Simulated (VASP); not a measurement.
# Which native defect does SiNi3 form most easily?, part 5 of 6

Which native defect is cheapest in SiNi3, and how does that change with the growth condition? The start is a cell from a database of measured crystal structures.

VASP 6.6.1, plane waves and PAW; the level of theory is named at each step.

So far, formation energy of the neutral defect (eV): step 7 (this defect's formation energies, 31 atoms, defect vacancy …) 1.51.

The database entry behind the starting cell differs from later determinations by our own check (an axis about 0.9 % long against later determinations), so it need not match the best structure at ambient conditions.

**8. Relaxing the defect, 31 atoms, defect Si vacancy**

This step: PBE, spin-polarised from a ferromagnetic start; plane waves and PAW (Ni, Si) (VASP 6.6.1).

System of this step: Si7Ni24. The cell holds 31 atoms: 24 Ni and 7 Si. Its edges and angles: a = 7.006 Å, b = 7.006 Å, c = 7.006 Å, α = 90.0°, β = 90.0°, γ = 90.0°. It derives from SiNi3. Nearest the centre at fractional (0.000, 0.000, 0.000): Ni7 at 2.48 Å, Ni14 at 2.48 Å, Ni20 at 2.48 Å, Ni5 at 2.48 Å, Ni10 at 2.48 Å, Ni13 at 2.48 Å, Ni18 at 2.48 Å, Ni3 at 2.48 Å.

INCAR

```
SYSTEM = Si7Ni24
PREC = Normal
ENCUT = 300
EDIFF = 1E-05
NELM = 120
ISMEAR = 1
SIGMA = 0.2
LREAL = Auto
ALGO = Fast
GGA = PE
NBANDS = 160
ISPIN = 2
MAGMOM = 1 1 1 1 1 1 1 1 1 1 1 1 1 1 1 1 1 1 1 1 1 1 1 1 0 0 0 0 0 0 0
LASPH = .TRUE.
LMAXMIX = 4
LORBIT = 11
LWAVE = .FALSE.
LCHARG = .TRUE.
KPAR = 4
NCORE = 2
IBRION = 2
NSW = 50
ISIF = 2
EDIFFG = -0.03
POTIM = 0.4
MAXMIX = 40
ISYM = 2
```

POSCAR

```
Si7Ni24
1.0
    7.0061870298      0.0000000000      0.0000000000
    0.0000000000      7.0061870298      0.0000000000
    0.0000000000      0.0000000000      7.0061870298
Ni Si
24 7
Direct
    0.2500000000      0.2500000000      0.0000000000
    0.2500000000      0.2500000000      0.5000000000
    0.2500000000      0.7500000000      0.0000000000
    0.2500000000      0.7500000000      0.5000000000
    0.7500000000      0.2500000000      0.0000000000
    0.7500000000      0.2500000000      0.5000000000
    0.7500000000      0.7500000000      0.0000000000
    0.7500000000      0.7500000000      0.5000000000
    0.2500000000      0.0000000000      0.2500000000
    0.2500000000      0.0000000000      0.7500000000
    0.2500000000      0.5000000000      0.2500000000
    0.2500000000      0.5000000000      0.7500000000
    0.7500000000      0.0000000000      0.2500000000
    0.7500000000      0.0000000000      0.7500000000
    0.7500000000      0.5000000000      0.2500000000
    0.7500000000      0.5000000000      0.7500000000
    0.0000000000      0.2500000000      0.2500000000
    0.0000000000      0.2500000000      0.7500000000
    0.0000000000      0.7500000000      0.2500000000
    0.0000000000      0.7500000000      0.7500000000
    0.5000000000      0.2500000000      0.2500000000
    0.5000000000      0.2500000000      0.7500000000
    0.5000000000      0.7500000000      0.2500000000
    0.5000000000      0.7500000000      0.7500000000
    0.0000000000      0.0000000000      0.5000000000
    0.0000000000      0.5000000000      0.0000000000
    0.0000000000      0.5000000000      0.5000000000
    0.5000000000      0.0000000000      0.0000000000
    0.5000000000      0.0000000000      0.5000000000
    0.5000000000      0.5000000000      0.0000000000
    0.5000000000      0.5000000000      0.5000000000
```

KPOINTS

```
Automatic mesh
0
Monkhorst-Pack
3 3 3
0 0 0
```

The projector-augmented-wave data sets are Ni and Si (PBE family, release 64).

Run with:

```sh
$ mpirun -np 8 vasp_std
```

Log:

```text
[... set-up lines as in an earlier step ...]
 entering main loop
       N       E                     dE             d eps       ncg     rms          rms(c)
DAV:   1     0.174457565377E+04    0.17446E+04   -0.78227E+04  2576   0.148E+03
DAV:   2    -0.523641074570E+01   -0.17498E+04   -0.16852E+04  2560   0.379E+02
DAV:   3    -0.198872306927E+03   -0.19364E+03   -0.17231E+03  2584   0.149E+02
DAV:   4    -0.208325735262E+03   -0.94534E+01   -0.92204E+01  2992   0.332E+01
DAV:   5    -0.208642694244E+03   -0.31696E+00   -0.31630E+00  3040   0.551E+00    0.561E+01
RMM:   6    -0.205410033749E+03    0.32327E+01   -0.45735E+02  2560   0.972E+01    0.528E+01
RMM:   7    -0.181480375991E+03    0.23930E+02   -0.12724E+02  2560   0.573E+01    0.164E+01
RMM:   8    -0.192342118163E+03   -0.10862E+02   -0.24105E+01  2560   0.202E+01    0.391E+01
RMM:   9    -0.180551166205E+03    0.11791E+02   -0.13066E+01  2560   0.178E+01    0.282E+00
RMM:  10    -0.180636802441E+03   -0.85636E-01   -0.98312E-01  2564   0.240E+00    0.172E+00
RMM:  11    -0.180650276421E+03   -0.13474E-01   -0.18868E-01  2848   0.120E+00    0.846E-01
RMM:  12    -0.180656857506E+03   -0.65811E-02   -0.46403E-02  2999   0.536E-01    0.762E-01
RMM:  13    -0.180659496346E+03   -0.26388E-02   -0.75487E-03  2688   0.242E-01    0.457E-01
RMM:  14    -0.180661058867E+03   -0.15625E-02   -0.55001E-03  2665   0.211E-01    0.208E-01
RMM:  15    -0.180661694843E+03   -0.63598E-03   -0.14295E-03  2619   0.119E-01    0.132E-01
RMM:  16    -0.180661883904E+03   -0.18906E-03   -0.63913E-04  2623   0.724E-02    0.615E-02
RMM:  17    -0.180661945181E+03   -0.61277E-04   -0.29852E-04  2615   0.406E-02    0.207E-02
RMM:  18    -0.180661970457E+03   -0.25276E-04   -0.63929E-05  1982   0.275E-02    0.107E-02
RMM:  19    -0.180661973236E+03   -0.27785E-05   -0.23366E-05  1617   0.127E-02
   1 F= -.18066197E+03 E0= -.18065152E+03  d E =-.180662E+03  mag=     3.5018
 curvature:   0.00 expect dE= 0.000E+00 dE for cont linesearch  0.000E+00
 trial: gam= 0.00000 g(F)=  0.197E-03 g(S)=  0.000E+00 ort = 0.000E+00 (trialstep = 0.100E+01)
 search vector abs. value=  0.197E-03
 reached required accuracy - stopping structural energy minimisation
```

Elapsed: 40 s, on 8 MPI ranks of Intel Xeon Platinum 8375C at 2.90GHz (Ice Lake), shared host; peak memory 1.8 GiB; 5.2 min of CPU time.

OUTCAR, selected parts (step 8):

```text
   NELECT =     268.0000    total number of electrons

 E-fermi :  10.0120

 spin component 1
 k-point     1 :       0.0000    0.0000    0.0000
  band No.  band energies     occupation
    ...
    136       9.9885      0.59844
    137       9.9885      0.59844
    138       9.9885      0.59843
    139       9.9970      0.56329
    140       9.9970      0.56328
    141      10.6659     -0.00002
    142      10.6659     -0.00002
    143      10.6659     -0.00002
    144      10.9831     -0.00000
    145      10.9831     -0.00000
    ...

 k-point     2 :       0.3333    0.0000    0.0000
  band No.  band energies     occupation
    ...
    132       9.6627      1.01658
    133       9.7314      1.03167
    134       9.7538      1.03485
    135       9.9888      0.59728
    136       9.9899      0.59285
    137      10.0343      0.40603
    138      10.0343      0.40602
    139      10.5213     -0.00094
    140      10.5213     -0.00094
    141      10.9763     -0.00000
    ...

  Total       -3.0603301     -3.0603301     -3.0603301      0.0000000      0.0000000     -0.0000000
  in kB      -14.2571815    -14.2571815    -14.2571815      0.0000000      0.0000000     -0.0000000
  external PRESSURE =     -14.2571815 kB  Pullay stress =       0.0000000 kB

 POSITION                                       TOTAL-FORCE (eV/Angst)
 -----------------------------------------------------------------------------------
      1.75155      1.75155      0.00000        -0.003545     -0.003545      0.000000
      1.75155      1.75155      3.50309         0.014131      0.014131      0.000000
      1.75155      5.25464      0.00000        -0.003545      0.003545     -0.000000
      1.75155      5.25464      3.50309         0.014131     -0.014131      0.000000
      5.25464      1.75155      0.00000         0.003545     -0.003545      0.000000
      5.25464      1.75155      3.50309        -0.014131      0.014131     -0.000000
      5.25464      5.25464      0.00000         0.003545      0.003545     -0.000000
      5.25464      5.25464      3.50309        -0.014131     -0.014131     -0.000000
      1.75155      0.00000      1.75155        -0.003545     -0.000000     -0.003545
      1.75155      0.00000      5.25464        -0.003545     -0.000000      0.003545
      1.75155      3.50309      1.75155         0.014131     -0.000000      0.014131
      1.75155      3.50309      5.25464         0.014131     -0.000000     -0.014131
      5.25464      0.00000      1.75155         0.003545     -0.000000     -0.003545
      5.25464      0.00000      5.25464         0.003545     -0.000000      0.003545
      5.25464      3.50309      1.75155        -0.014131     -0.000000      0.014131
      5.25464      3.50309      5.25464        -0.014131     -0.000000     -0.014131
      0.00000      1.75155      1.75155        -0.000000     -0.003545     -0.003545
      0.00000      1.75155      5.25464        -0.000000     -0.003545      0.003545
      0.00000      5.25464      1.75155        -0.000000      0.003545     -0.003545
      0.00000      5.25464      5.25464        -0.000000      0.003545      0.003545
      3.50309      1.75155      1.75155        -0.000000      0.014131      0.014131
      3.50309      1.75155      5.25464        -0.000000      0.014131     -0.014131
      3.50309      5.25464      1.75155        -0.000000     -0.014131      0.014131
      3.50309      5.25464      5.25464        -0.000000     -0.014131     -0.014131
[...]
-----------------------------------------------------------------------------------
    total drift:                                0.000000      0.000000      0.000000

  FREE ENERGIE OF THE ION-ELECTRON SYSTEM (eV)
  ---------------------------------------------------
  free  energy   TOTEN  =      -180.6619732355 eV

  energy  without entropy=     -180.6306016731  energy(sigma->0) =     -180.65151605

 magnetization (x)
# of ion       s       p       d       tot
------------------------------------------
    1       -0.002  -0.006   0.192   0.184
    2       -0.002  -0.007   0.138   0.129
    3       -0.002  -0.006   0.192   0.184
    4       -0.002  -0.007   0.138   0.129
    5       -0.002  -0.006   0.192   0.184
    6       -0.002  -0.007   0.138   0.129
    7       -0.002  -0.006   0.192   0.184
    8       -0.002  -0.007   0.138   0.129
    9       -0.002  -0.006   0.192   0.184
   10       -0.002  -0.006   0.192   0.184
   11       -0.002  -0.007   0.138   0.129
   12       -0.002  -0.007   0.138   0.129
   13       -0.002  -0.006   0.192   0.184
   14       -0.002  -0.006   0.192   0.184
   15       -0.002  -0.007   0.138   0.129
   16       -0.002  -0.007   0.138   0.129
   17       -0.002  -0.006   0.192   0.184
   18       -0.002  -0.006   0.192   0.184
   19       -0.002  -0.006   0.192   0.184
   20       -0.002  -0.006   0.192   0.184
   21       -0.002  -0.007   0.138   0.129
   22       -0.002  -0.007   0.138   0.129
   23       -0.002  -0.007   0.138   0.129
[...]
--------------------------------------------------
tot         -0.060  -0.211   3.962   3.691

[... 8 parts as in an earlier step ...]

[... 11 further parts left out ...]
```

The magnetic state follows from one typed start and may not be the lowest.

No atom moved by 0.005 Å in the relaxation.

This step gave:

| Quantity | Value |
| --- | --- |
| electronic cycles | 19 |
| electrons | 268 |
| free energy (TOTEN) | -180.6620 eV |
| energy at zero smearing | -180.6515 eV |
| Fermi energy | 10.01 eV |
| moment of the cell, from the last line of the log | 3.502 μB |

Spin moment in the PAW sphere by element, in μB:

```tsv
element	atoms	mean	spread (r.m.s.)	least	largest
Ni	24	0.157	0.027	0.129	0.184
Si	7	-0.008	0.001	-0.009	-0.007
```

The atoms nearest the centre:

```tsv
atom	distance (Å)	spin moment in the PAW sphere (μB)
Ni1	2.48	0.184
Ni3	2.48	0.184
Ni7	2.48	0.184
Ni5	2.48	0.184
Ni13	2.48	0.184
Ni14	2.48	0.184
Ni10	2.48	0.184
Ni9	2.48	0.184
Ni20	2.48	0.184
Ni19	2.48	0.184
Ni18	2.48	0.184
Ni17	2.48	0.184
Si28	3.50	-0.009
Si25	3.50	-0.009
```

Spin density in the ac plane at fractional y = 0.000, through the centre, with atoms of Ni and Si within 0.45 Å of it.

Ten even steps from '0' (0.00 e/Å³) to '9' (0.33 e/Å³), each cell a mean:
```
00000000000000000000
00000000000000000000
00000000000000000000
00002300000000241000
00017930000001694000
00004620000000462000
00000100000000010000
00000000000000000000
00000000000000000000
00000000000000000000
00000000000000000000
00000000000000000000
00000000000000000000
00002310000000230000
00016930000001693000
00004620000000472000
00000100000000010000
00000000000000000000
00000000000000000000
00000000000000000000
```
Columns run along a (7.0 Å), rows up along c (7.0 Å). Atoms in or near the plane, at fractional coordinates: Ni at (0.25, 0.25), Ni at (0.25, 0.75), Ni at (0.75, 0.25), Ni at (0.75, 0.75), Si at (0.00, 0.50), Si at (0.50, 0.00), Si at (0.50, 0.50).

Valence density in the ac plane at fractional y = 0.000, through the centre, with atoms of Ni and Si within 0.45 Å of it. It is the smooth field of the valence electrons, not physical close to the nuclei.

Ten steps, logarithmic in the rise over the least value, from '0' (0 e/Å³) to '9' (12 e/Å³), each cell a mean:
```
11112223321233222111
11122233333333322211
11234543333333454221
22357864322235786422
22369985322236998522
22368974322236897432
33346653333334665333
33333333333333333333
23332223322333222332
02332223310233222331
12332223321233222332
33333333333333333333
33334543333333454333
22357864322235786432
22369985322236998522
22368974322236897422
12246653333334665321
11223333333333333211
11122223322333222111
11112223310233222111
```
Columns run along a (7.0 Å), rows up along c (7.0 Å). Atoms in or near the plane, at fractional coordinates: Ni at (0.25, 0.25), Ni at (0.25, 0.75), Ni at (0.75, 0.25), Ni at (0.75, 0.75), Si at (0.00, 0.50), Si at (0.50, 0.00), Si at (0.50, 0.50).

The start already met the threshold, so nothing moved, which says little where the restoring forces are soft.

The 12 first neighbours (Ni) lie 2.48 Å from the site in the perfect crystal and 2.48 Å on average after the relaxation (+0.0 %).

**9. This defect's formation energies, 31 atoms, defect vacancy, element Si**

This step: point defect, PBE; plane waves and PAW (VASP 6.6.1).

Derived from the runs above.

Numbers from this step:

- formation energy of the neutral defect: 3.546 eV

Formation energy:

```tsv
formation energy (eV)	largest move (Å)
3.546	0
```

E_f is E(defect cell) less E(perfect cell), corrected for the atoms exchanged with their references.

References, in eV an atom: Ni -5.483 (crystal Fm-3m) and Si -5.422 (crystal Fd-3m). They were run at the supercell's cutoff and functional, without U, and count both elements from their own phases.

The formation energy is 3.546 eV, and the largest move of an atom 0.00 Å.

**10. Relaxing the defect, 32 atoms, defect Ni on the Si site**

This step: PBE, spin-polarised from a ferromagnetic start; plane waves and PAW (Ni, Si) (VASP 6.6.1).

System of this step: Si7Ni25. The cell holds 32 atoms: 25 Ni and 7 Si. Its edges and angles: a = 7.006 Å, b = 7.006 Å, c = 7.006 Å, α = 90.0°, β = 90.0°, γ = 90.0°. It derives from SiNi3. Nearest the centre at fractional (0.000, 0.000, 0.000): Ni25 at 0.00 Å, Ni7 at 2.48 Å, Ni20 at 2.48 Å, Ni14 at 2.48 Å, Ni10 at 2.48 Å, Ni13 at 2.48 Å, Ni5 at 2.48 Å, Ni3 at 2.48 Å.

INCAR, as its differences from that of step 8:

```diff
@@ -1,2 +1,2 @@
-SYSTEM = Si7Ni24
+SYSTEM = Si7Ni25
 PREC = Normal
@@ -10,5 +10,5 @@
 GGA = PE
-NBANDS = 160
+NBANDS = 168
 ISPIN = 2
-MAGMOM = 1 1 1 1 1 1 1 1 1 1 1 1 1 1 1 1 1 1 1 1 1 1 1 1 0 0 0 0 0 0 0
+MAGMOM = 1 1 1 1 1 1 1 1 1 1 1 1 1 1 1 1 1 1 1 1 1 1 1 1 1 0 0 0 0 0 0 0
 LASPH = .TRUE.
```

POSCAR, as its differences from that of step 8:

```diff
@@ -1,2 +1,2 @@
-Si7Ni24
+Si7Ni25
 1.0
@@ -6,3 +6,3 @@
 Ni Si
-24 7
+25 7
 Direct
@@ -32,2 +32,3 @@
     0.5000000000      0.7500000000      0.7500000000
+    0.0000000000      0.0000000000      0.0000000000
     0.0000000000      0.0000000000      0.5000000000
```

KPOINTS is that of step 8.

Run with:

```sh
$ mpirun -np 8 vasp_std
```

Log:

```text
[... set-up lines as in an earlier step ...]
 entering main loop
       N       E                     dE             d eps       ncg     rms          rms(c)
DAV:   1     0.182320439617E+04    0.18232E+04   -0.79846E+04  2688   0.147E+03
DAV:   2    -0.230434138372E+01   -0.18255E+04   -0.17553E+04  2688   0.377E+02
DAV:   3    -0.205560096971E+03   -0.20326E+03   -0.17808E+03  2704   0.148E+02
DAV:   4    -0.215631185301E+03   -0.10071E+02   -0.97924E+01  3128   0.336E+01
[...]
RMM:  28    -0.187253098373E+03   -0.69455E-04   -0.62910E-04  3044   0.989E-02    0.386E-02
RMM:  29    -0.187253142084E+03   -0.43711E-04   -0.37274E-05  1955   0.252E-02    0.144E-02
RMM:  30    -0.187253140720E+03    0.13637E-05   -0.20134E-05  1650   0.158E-02
   1 F= -.18725314E+03 E0= -.18726028E+03  d E =-.187253E+03  mag=     0.0051
[...]
2 F= -.18726672E+03 E0= -.18727357E+03  d E =-.135791E-01  mag=     0.0616
[...]
3 F= -.18727165E+03 E0= -.18727816E+03  d E =-.185094E-01  mag=     0.0289
[...]
4 F= -.18727185E+03 E0= -.18727844E+03  d E =-.187133E-01  mag=     0.0003
[...]
5 F= -.18727292E+03 E0= -.18727946E+03  d E =-.106514E-02  mag=    -0.0014
 trial-energy change:   -0.001065  1 .order   -0.001045   -0.001534   -0.000557
 step:   1.9045(harm=  1.9045)  dis= 0.00280  next Energy=  -187.273058 (dE=-0.120E-02)
 reached required accuracy - stopping structural energy minimisation
```

Wall time 2.6 min (8 MPI ranks); peak memory 2 GiB; 21 min of CPU time.

From OUTCAR (step 10):

```text
  Total        1.1160026      1.1160026      1.1160026     -0.0000000      0.0000000     -0.0000000
  in kB        5.1991291      5.1991291      5.1991291     -0.0000000      0.0000000     -0.0000000
  external PRESSURE =       5.1991291 kB  Pullay stress =       0.0000000 kB

 POSITION                                       TOTAL-FORCE (eV/Angst)
 -----------------------------------------------------------------------------------
      1.76265      1.76265      0.00000        -0.000693     -0.000693      0.000000
      1.75485      1.75485      3.50309         0.013084      0.013084      0.000000
      1.76265      5.24353      0.00000        -0.000693      0.000693      0.000000
      1.75485      5.25134      3.50309         0.013084     -0.013084     -0.000000
      5.24353      1.76265      0.00000         0.000693     -0.000693     -0.000000
      5.25134      1.75485      3.50309        -0.013084      0.013084      0.000000
      5.24353      5.24353      0.00000         0.000693      0.000693     -0.000000
      5.25134      5.25134      3.50309        -0.013084     -0.013084     -0.000000
      1.76265      0.00000      1.76265        -0.000693      0.000000     -0.000693
      1.76265      0.00000      5.24353        -0.000693      0.000000      0.000693
      1.75485      3.50309      1.75485         0.013084      0.000000      0.013084
      1.75485      3.50309      5.25134         0.013084      0.000000     -0.013084
      5.24353      0.00000      1.76265         0.000693      0.000000     -0.000693
      5.24353      0.00000      5.24353         0.000693      0.000000      0.000693
[...]
-----------------------------------------------------------------------------------
    total drift:                                0.000000      0.000000      0.000000

  FREE ENERGIE OF THE ION-ELECTRON SYSTEM (eV)
  ---------------------------------------------------
  free  energy   TOTEN  =      -187.2729191937 eV

  energy  without entropy=     -187.2925395231  energy(sigma->0) =     -187.27945930

 magnetization (x)
# of ion       s       p       d       tot
------------------------------------------
    1        0.000   0.000  -0.000  -0.000
    2        0.000   0.000  -0.000  -0.000
    3        0.000   0.000  -0.000  -0.000
    4        0.000   0.000  -0.000  -0.000
    5        0.000   0.000  -0.000  -0.000
    6        0.000   0.000  -0.000  -0.000
    7        0.000   0.000  -0.000  -0.000
    8        0.000   0.000  -0.000  -0.000
    9        0.000   0.000  -0.000  -0.000
   10        0.000   0.000  -0.000  -0.000
   11        0.000   0.000  -0.000  -0.000
   12        0.000   0.000  -0.000  -0.000
   13        0.000   0.000  -0.000  -0.000
[...]
--------------------------------------------------
tot          0.000   0.000  -0.008  -0.007

[... 2 parts as in an earlier step ...]

[... 2 further parts left out ...]
[key lines of the parts left out:]
E-fermi :  10.4828
```

The steps of the relaxation:

```tsv
step	energy less that of the first step (eV)	largest force (eV/Å)
1	0.0000	0.1929
2	-0.0136	0.0978
3	-0.0185	0.0499
4	-0.0187	0.0517
5	-0.0198	0.0185
```

The atoms that moved most (Å):

```tsv
atom	dx	dy	dz	length
Ni7	-0.011	-0.011	0.000	0.016
Ni14	-0.011	0.000	-0.011	0.016
Ni20	0.000	-0.011	-0.011	0.016
Ni5	-0.011	0.011	0.000	0.016
Ni10	0.011	0.000	-0.011	0.016
Ni13	-0.011	0.000	0.011	0.016
Ni18	0.000	0.011	-0.011	0.016
Ni3	0.011	-0.011	0.000	0.016
```

The relaxed structure:

```xyz
32
Lattice="7.0062 0.0000 0.0000 0.0000 7.0062 0.0000 0.0000 0.0000 7.0062" Properties=species:S:1:pos:R:3 pbc="T T T"
Ni    1.7627    1.7627    0.0000
Ni    1.7549    1.7549    3.5031
Ni    1.7627    5.2435    0.0000
Ni    1.7549    5.2513    3.5031
Ni    5.2435    1.7627    0.0000
Ni    5.2513    1.7549    3.5031
Ni    5.2435    5.2435    0.0000
Ni    5.2513    5.2513    3.5031
Ni    1.7627    0.0000    1.7627
Ni    1.7627    0.0000    5.2435
Ni    1.7549    3.5031    1.7549
Ni    1.7549    3.5031    5.2513
Ni    5.2435    0.0000    1.7627
Ni    5.2435    0.0000    5.2435
Ni    5.2513    3.5031    1.7549
Ni    5.2513    3.5031    5.2513
Ni    0.0000    1.7627    1.7627
Ni    0.0000    1.7627    5.2435
Ni    0.0000    5.2435    1.7627
Ni    0.0000    5.2435    5.2435
Ni    3.5031    1.7549    1.7549
Ni    3.5031    1.7549    5.2513
Ni    3.5031    5.2513    1.7549
Ni    3.5031    5.2513    5.2513
Ni    0.0000    0.0000    0.0000
Si    0.0000    0.0000    3.5031
Si    0.0000    3.5031    0.0000
Si    0.0000    3.5031    3.5031
Si    3.5031    0.0000    0.0000
Si    3.5031    0.0000    3.5031
Si    3.5031    3.5031    0.0000
Si    3.5031    3.5031    3.5031
```

Spin moment in the PAW sphere by element, in μB:

```tsv
element	atoms	mean	spread (r.m.s.)	least	largest
Ni	25	0.0000	0.0002	-0.0010	0.0000
Si	7	0.0000	0.0000	0.0000	0.0000
```

The atoms nearest the centre:

```tsv
atom	distance (Å)	spin moment in the PAW sphere (μB)
Ni25	0.00	-0.0010
Ni1	2.49	0.0000
Ni17	2.49	0.0000
Ni9	2.49	0.0000
Ni10	2.49	0.0000
Ni13	2.49	0.0000
Ni5	2.49	0.0000
Ni3	2.49	0.0000
Ni18	2.49	0.0000
Ni19	2.49	0.0000
Ni14	2.49	0.0000
Ni20	2.49	0.0000
Ni7	2.49	0.0000
Si27	3.50	0.0000
```

The run ended after 5 ionic steps, 0.020 eV below its first step, once the forces on the free atoms met EDIFFG = -0.03.

The 12 first neighbours (Ni) lie 2.48 Å from the site in the perfect crystal and 2.49 Å on average from the atom on it after the relaxation (+0.6 %).

(Continued in part 6 of 6.)

[Lines on the potential files, build, host, timing and source positions are cut from VASP's logs without a mark.]

[Logs are printed without paths, hosts, clocks, repeated set-up lines and the standing remarks that a program may print on its own settings, such as how far it seeks lower states.]

[Hosts, paths, dates, database ids (printed as entryN), source tags and the programs' standing remarks are cut or masked in the printed files.]

[In band tables of VASP the shares of atoms and orbitals are scaled to a sum of 1 inside the atoms' spheres.]

[Runs that stopped without an error message from VASP are left out.]
